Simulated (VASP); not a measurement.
# Co (P-3m1) in VASP: further runs, part 2 of 2

VASP 6.6.1. Earlier steps stand in the parts before.

## (3) Single point, LDA, collinear spin, ferromagnetic start

INCAR

```
SYSTEM = Co
ADDGRID = .FALSE.
ALGO = Normal
EDIFF = 1E-6
ENCUT = 900
GGA = CA
ISIF = 2
ISMEAR = -1
ISPIN = 2
LASPH = .TRUE.
LCHARG = .FALSE.
LMAXMIX = 4
LORBIT = 11
LREAL = .FALSE.
LWAVE = .FALSE.
MAGMOM = 2 2
NBANDS = 20
NELM = 100
PREC = Accurate
SIGMA = 0.1
```

KPOINTS

```
k-points
0
G
  7 7 4
  0 0 0
```

POSCAR

```
Co
1.0
    2.4873648738      0.0000000000      0.0000000000
   -1.2436824369      2.1541211692      0.0000000000
    0.0000000000      0.0000000000      4.0632895034
Co
2
Direct
    0.3275520000      0.6759820000      0.7288160000
    0.6891290000      0.3188900000      0.2643300000
```

Potentials or basis: VASP PAW LDA potentials, release 64 (Co).

Started as:

```console
cat potpaw_LDA.64/Co/POTCAR > POTCAR
mpirun -np 1 vasp_std > vasp.out
```

OUTCAR:

```text
SYSTEM = Co
   EDIFF = 1E-6
   ENCUT = 900
   GGA = CA
   ISIF = 2
   ISMEAR = -1
   ISPIN = 2
   LASPH = .TRUE.
   LORBIT = 11
   LREAL = .FALSE.
   NELM = 100
   PREC = Accurate

 Found     99 irreducible k-points:

 Following reciprocal coordinates:
            Coordinates               Weight
  0.000000  0.000000  0.000000      1.000000
  0.142857  0.000000  0.000000      2.000000
  0.000000  0.142857  0.000000      2.000000
 -0.142857  0.142857  0.000000      2.000000
  0.285714  0.000000  0.000000      2.000000
  0.000000  0.285714  0.000000      2.000000
   k-points           NKPTS =     99   k-points in BZ     NKDIM =     99   number of bands    NBANDS=     20
   number of dos      NEDOS =    301   number of ions     NIONS =      2
   total plane-waves  NPLWV =  23040
   dimension x,y,z NGX =    24 NGY =   24 NGZ =   40
   dimension x,y,z NGXF=    48 NGYF=   48 NGZF=   80
   ions per type =               2
   NGX,Y,Z   is equivalent  to a cutoff of  16.04, 16.04, 16.37 a.u.
   NGXF,Y,Z  is equivalent  to a cutoff of  32.08, 32.08, 32.73 a.u.
 SYSTEM =  Co
   PREC   = accura    normal or accurate (medium, high low for compatibility)
   ISTART =      0    job   : 0-new  1-cont  2-samecut
   ICHARG =      2    charge: 1-file 2-atom 10-const
   ISPIN  =      2    spin polarized calculation?
   LNONCOLLINEAR =      F non collinear calculations
   LSORBIT =      F    spin-orbit coupling
   LASPH  =      T    aspherical Exc in radial PAW
   ENCUT  =  900.0 eV  66.15 Ry    8.13 a.u.   6.08  6.08  9.94*2*pi/ulx,y,z
   NELM   =    100;   NELMIN=  2; NELMDL= -5     # of ELM steps
   EDIFF  = 0.1E-05   stopping-criterion for ELM
   LREAL  =      F    real-space projection
   EDIFFG = 0.1E-04   stopping-criterion for IOM
   NSW    =      0    number of steps for IOM
   IBRION =     -1    ionic relax: 0-MD 1-quasi-New 2-CG
   NFREE  =      0    steps in history (QN), initial steepest desc. (CG)
   ISIF   =      2    stress and relaxation
   ISYM   =      2    0-nonsym 1-usesym 2-fastsym
   POTIM  = 0.5000    time-step for ionic-motion
   TEBEG  =    0.0;   TEEND  =   0.0 temperature during run
   PSTRESS=    0.0 pullay stress
   NELECT =      18.0000    total number of electrons
   NUPDOWN=      -1.0000    fix difference up-down
   EMIN   =  10.00;   EMAX   =-10.00  energy-range for DOS
   EFERMI =   0.00;   METHOD = LEGACY
   ISMEAR =    -1;   SIGMA  =   0.10  broadening in eV -4-tet -1-fermi 0-gaus
   EFERMI_NEDOS =   21; number of points for ismear=-14 and -15
   IALGO  =     38    algorithm
   IMIX   =      4    mixing-type and parameters
     AMIX     =   0.40;   BMIX     =  1.00
     AMIX_MAG =   1.60;   BMIX_MAG =  1.00
  volume/ion in A,a.u.               =      10.89        73.46
  Fermi-wavevector in a.u.,A,eV,Ry     =   1.536514  2.903591 32.121660  2.360875
  Thomas-Fermi vector in A             =   2.643152
   LORBIT       =     11    0 simple, 1 ext, 2 COOP (PROOUT), +10 PAW based schemes
   GGA     = CA    functional components
   LHFCALC =     F    Hartree Fock is set to
   AEXX    =    0.0000 exact exchange contribution
   IVDW    =     0    specifies the selected vdW correction
   LEPSILON=     F    determine dielectric tensor
   LRPA    =     F    only Hartree local field effects (RPA)
 spin polarized calculation
  energy-cutoff  :      900.00
  volume of cell :       21.77
 maximum number of plane-waves:      1354
   NGX = 13   NGY = 13   NGZ = 19

 number of electron      18.0000000 magnetization       3.0278833

 Free energy of the ion-electron system (eV)
  ---------------------------------------------------
  ext. energy  EPLUGINS =         0.00000000
  ---------------------------------------------------
  free energy    TOTEN  =       -16.06257268 eV

  energy without entropy =      -15.98949690  energy(sigma->0) =      -16.02603479

 E-fermi :   9.9115     XC(G=0): -13.7041

 val. band max:        9.9114289056   @ k =   0.2857   0.0000   0.5000
 cond. band min:       9.9115929278   @ k =   0.0000   0.2857   0.5000
 fundamental gap:      0.0001640222
 Fermi energy:         9.9114964989

 spin component 1

 k-point     1 :       0.0000    0.0000    0.0000
  band No.  band energies     occupation
      1       0.9722      1.00000
      2       4.7746      1.00000
      3       7.2917      1.00000
      4       7.3664      1.00000
      5       7.4444      1.00000
      6       7.6757      1.00000
[... 12 lines left out ...]
     19      36.0535      0.00000
     20      36.2087      0.00000

 k-point     2 :       0.1429    0.0000    0.0000
  band No.  band energies     occupation
      1       1.6791      1.00000
      2       5.1925      1.00000
      3       6.9024      1.00000
      4       7.3757      1.00000
      5       7.5573      1.00000
      6       7.7542      1.00000
[... 12 lines left out ...]
     19      36.3563      0.00000
     20      38.2710      0.00000

 k-point     3 :       0.0000    0.1429    0.0000
  band No.  band energies     occupation
      1       1.6789      1.00000
      2       5.1912      1.00000
      3       6.9034      1.00000
      4       7.3793      1.00000
      5       7.5523      1.00000
      6       7.7550      1.00000
[... 12 lines left out ...]
     19      36.3750      0.00000
     20      38.2820      0.00000

 k-point     4 :      -0.1429    0.1429    0.0000
  band No.  band energies     occupation
      1       1.6761      1.00000
      2       5.1599      1.00000
      3       6.9094      1.00000
      4       7.4502      1.00000
      5       7.5365      1.00000
      6       7.6584      1.00000
[... 12 lines left out ...]
     19      36.6339      0.00000
     20      38.6751      0.00000

 k-point     5 :       0.2857    0.0000    0.0000
  band No.  band energies     occupation
      1       3.5125      1.00000
      2       5.6606      1.00000
      3       6.2321      1.00000
      4       6.7755      1.00000
      5       7.3326      1.00000
      6       7.5510      1.00000
[... 12 lines left out ...]
     19      34.1085      0.00000
     20      37.3380      0.00000

 k-point     6 :       0.0000    0.2857    0.0000
  band No.  band energies     occupation
      1       3.5112      1.00000
      2       5.6559      1.00000
      3       6.2213      1.00000
      4       6.7811      1.00000
      5       7.3362      1.00000
      6       7.5488      1.00000
[... 12 lines left out ...]
     19      34.1049      0.00000
     20      37.3522      0.00000

 [... further k-points ...]

 spin component 2

 k-point     1 :       0.0000    0.0000    0.0000
  band No.  band energies     occupation
      1       1.1507      1.00000
      2       5.6384      1.00000
      3       8.6216      1.00000
      4       8.7360      0.99999
      5       8.8365      0.99998
      6       9.0667      0.99979
[... 12 lines left out ...]
     19      36.4656      0.00000
     20      36.5737      0.00000

 k-point     2 :       0.1429    0.0000    0.0000
  band No.  band energies     occupation
      1       1.8619      1.00000
      2       6.1042      1.00000
      3       8.1553      1.00000
      4       8.5682      1.00000
      5       8.7942      0.99999
      6       9.1230      0.99962
[... 12 lines left out ...]
     19      36.5609      0.00000
     20      38.6824      0.00000

 k-point     3 :       0.0000    0.1429    0.0000
  band No.  band energies     occupation
      1       1.8618      1.00000
      2       6.1031      1.00000
      3       8.1542      1.00000
      4       8.5687      1.00000
      5       8.7980      0.99999
      6       9.1163      0.99965
[... 12 lines left out ...]
     19      36.5829      0.00000
     20      38.6926      0.00000

 k-point     4 :      -0.1429    0.1429    0.0000
  band No.  band energies     occupation
      1       1.8592      1.00000
      2       6.0765      1.00000
      3       8.1194      1.00000
      4       8.5882      1.00000
      5       8.8617      0.99997
      6       9.0558      0.99981
[... 12 lines left out ...]
     19      36.8817      0.00000
     20      39.0893      0.00000

 k-point     5 :       0.2857    0.0000    0.0000
  band No.  band energies     occupation
      1       3.7595      1.00000
      2       6.7333      1.00000
      3       7.2859      1.00000
      4       7.8807      1.00000
      5       8.5929      1.00000
      6       8.9192      0.99995
[... 12 lines left out ...]
     19      34.2579      0.00000
     20      37.7485      0.00000

 k-point     6 :       0.0000    0.2857    0.0000
  band No.  band energies     occupation
      1       3.7585      1.00000
      2       6.7288      1.00000
      3       7.2749      1.00000
      4       7.8865      1.00000
      5       8.6003      1.00000
      6       8.9175      0.99995
[... 12 lines left out ...]
     19      34.2530      0.00000
     20      37.7628      0.00000

 [... further k-points ...]

------------------------ aborting loop because EDIFF is reached ----------------------------------------

  FORCE on cell =-STRESS in cart. coord.  units (eV):
  Direction    XX          YY          ZZ          XY          YZ          ZX
  --------------------------------------------------------------------------------------
  -------------------------------------------------------------------------------------
  Total       -2.3883592     -2.1619944     -2.2326870      0.2179525     -0.0948149      0.1918479
  in kB     -175.7611304   -159.1027761   -164.3050990     16.0392831     -6.9774954     14.1182269
  external PRESSURE =    -166.3896685 kB  Pullay stress =       0.0000000 kB

 VOLUME and BASIS-vectors are now :
 -----------------------------------------------------------------------------
  energy-cutoff  :      900.00
  volume of cell :       21.77
      direct lattice vectors                 reciprocal lattice vectors
     2.487364874  0.000000000  0.000000000     0.402031889  0.232113220  0.000000000
    -1.243682437  2.154121169  0.000000000     0.000000000  0.464226439  0.000000000
     0.000000000  0.000000000  4.063289503     0.000000000  0.000000000  0.246106018

 POSITION                                       TOTAL-FORCE (eV/Angst)
 -----------------------------------------------------------------------------------
     -0.02597      1.45615      2.96139         0.234254     -0.117972      0.898876
      1.31752      0.68693      1.07405        -0.234254      0.117972     -0.898876
 -----------------------------------------------------------------------------------
    total drift:                                0.000000      0.000001     -0.000014

  FREE ENERGIE OF THE ION-ELECTRON SYSTEM (eV)
  ---------------------------------------------------
  free  energy   TOTEN  =       -16.0625726787 eV

  energy  without entropy=      -15.9894968962  energy(sigma->0) =      -16.02603479

 total charge

# of ion       s       p       d       tot
------------------------------------------
    1        0.492   0.518   7.290   8.300
    2        0.492   0.518   7.290   8.300
--------------------------------------------------
tot          0.983   1.036  14.581  16.600

 magnetization (x)

# of ion       s       p       d       tot
------------------------------------------
    1       -0.012  -0.035   1.562   1.515
    2       -0.012  -0.035   1.562   1.515
--------------------------------------------------
tot         -0.025  -0.069   3.123   3.029
```

stdout:

```text
POSCAR found type information on POSCAR Co
 POSCAR found :  1 types and       2 ions
 scaLAPACK will be used
 LDA part: xc-table for (Slater(with rela. corr.)+CA(PZ))
 , standard interpolation
 POSCAR, INCAR and KPOINTS ok, starting setup
 FFT: planning ... GRIDC
 FFT: planning ... GRID_SOFT
 FFT: planning ... GRID
 WAVECAR not read
 entering main loop
```

Run time: 62 s. Hardware: 1 thread of Intel Xeon Platinum 8488C (Sapphire Rapids), shared host; peak memory 0.25 GiB.

These settings aren't checked as converged: the numbers below hold their error.

What came out:

- Free energy: -16.0626 eV
- Pressure: -16.6 GPa
- Largest force: 0.936 eV/Å
- Band gap on the k mesh: none (metal or under the smearing width)
- Net moment: 3.03 μB per cell
- Site moments: Co +1.51 μB
- Valence electrons inside the program's atomic spheres: Co 8.30

Caveat: the k mesh is coarse (spacing up to 0.42 Å⁻¹), so the values aren't converged.

## (4) Single point, LDA, collinear spin, ferromagnetic start

INCAR: that of step 3 with these lines changed.

```diff
@@ -4,3 +4,3 @@
 EDIFF = 1E-6
-ENCUT = 900
+ENCUT = 280
 GGA = CA
```

KPOINTS

```
k-points
0
G
  13 13 7
  0 0 0
```

POSCAR

```
Co
1.0
    2.4873648738      0.0000000000      0.0000000000
   -1.2436824369      2.1541211692      0.0000000000
    0.0000000000      0.0000000000      4.0632895034
Co
2
Direct
    0.3333333333      0.6666666667      0.7401390000
    0.6666666667      0.3333333333      0.2598610000
```

Started as:

```console
cat potpaw_LDA.64/Co/POTCAR > POTCAR
mpirun -np 1 vasp_std > vasp.out
```

It took 23 s on 1 thread of Intel Xeon Platinum 8488C (Sapphire Rapids), shared host; peak memory 0.14 GiB.

These settings aren't checked as converged: the numbers below hold their error.

Results:

```yaml
Free_energy: -16.1571 eV
Largest_force: 0.415 eV/Å
Band_gap_on_the_k_mesh: none (metal or under the smearing width)
Net_moment: 3.11 μB per cell
Site_moments: Co +1.56 μB
Valence_electrons_inside_the_program's_atomic_spheres: Co 8.28
```

Caveat: the cutoff is under 1.25 times the usual one of these potentials, so pressure, stress and relaxed cells hold a basis-set (Pulay) error.

## (5) Single point, LDA, collinear spin, ferromagnetic start

INCAR is that of step 4.

KPOINTS is that of step 4.

POSCAR

```
Co
1.0
    2.4873648738      0.0000000000      0.0000000000
   -1.2436824369      2.1541211692      0.0000000000
    0.0000000000      0.0000000000      4.0632895034
Co
2
Direct
    0.3275520000      0.6759820000      0.7288160000
    0.6891290000      0.3188900000      0.2643300000
```

Started as:

```console
cat potpaw_LDA.64/Co/POTCAR > POTCAR
mpirun -np 1 vasp_std > vasp.out
```

It took 95 s on 1 thread of Intel Xeon Platinum 8488C (Sapphire Rapids), shared host; peak memory 0.24 GiB.

These settings aren't checked as converged: the numbers below hold their error.

What came out:

| Item | Value |
| --- | --- |
| Free energy | -16.1012 eV |
| Largest force | 0.927 eV/Å |
| Band gap on the k mesh | none (metal or under the smearing width) |
| Net moment | 3.12 μB per cell |
| Site moments | Co +1.56 μB |
| Valence electrons inside the program's atomic spheres | Co 8.29 |

Caveat: the cutoff is under 1.25 times the usual one of these potentials, so pressure, stress and relaxed cells hold a basis-set (Pulay) error.

## (6) Single point, LDA, collinear spin, ferromagnetic start

INCAR: that of step 5 with these lines changed.

```diff
@@ -4,3 +4,3 @@
 EDIFF = 1E-6
-ENCUT = 280
+ENCUT = 400
 GGA = CA
```

KPOINTS is that of step 5.

POSCAR

```
Co
1.0
    2.4873648738      0.0000000000      0.0000000000
   -1.2436824369      2.1541211692      0.0000000000
    0.0000000000      0.0000000000      4.0632895034
Co
2
Direct
    0.3333333333      0.6666666667      0.7401390000
    0.6666666667      0.3333333333      0.2598610000
```

Potentials or basis: VASP PAW LDA potentials, release 64 (Co).

Started as:

```console
cat potpaw_LDA.64/Co/POTCAR > POTCAR
mpirun -np 1 vasp_std > vasp.out
```

It took 32 s on 1 thread of Intel Xeon Platinum 8488C (Sapphire Rapids), shared host; peak memory 0.16 GiB.

These settings aren't checked as converged: the numbers below hold their error.

What came out:

* Free energy: -16.1489 eV
* Pressure: -18.8 GPa
* Largest force: 0.417 eV/Å
* Band gap on the k mesh: none (metal or under the smearing width)
* Net moment: 3.11 μB per cell
* Site moments: Co +1.56 μB
* Valence electrons inside the program's atomic spheres: Co 8.28

## (7) The reference run

An earlier run on the cell as given: functional PBE; potentials or basis VASP PAW PBE potentials, release 64 (Co); cutoff 520 eV; k mesh 12 × 12 × 7; occupations fermi-dirac, width 0.05 eV; collinear spin, ferromagnetic start; starting moments [2.0, 2.0] μB.

* Pressure: 0.0 GPa
* Largest force: 0.481 eV/Å
* Band gap on the k mesh: none (metal or under the smearing width)
* Net moment: 3.26 μB per cell
* Site moments: Co +1.65 μB
* Valence electrons inside the program's atomic spheres: Co 8.27
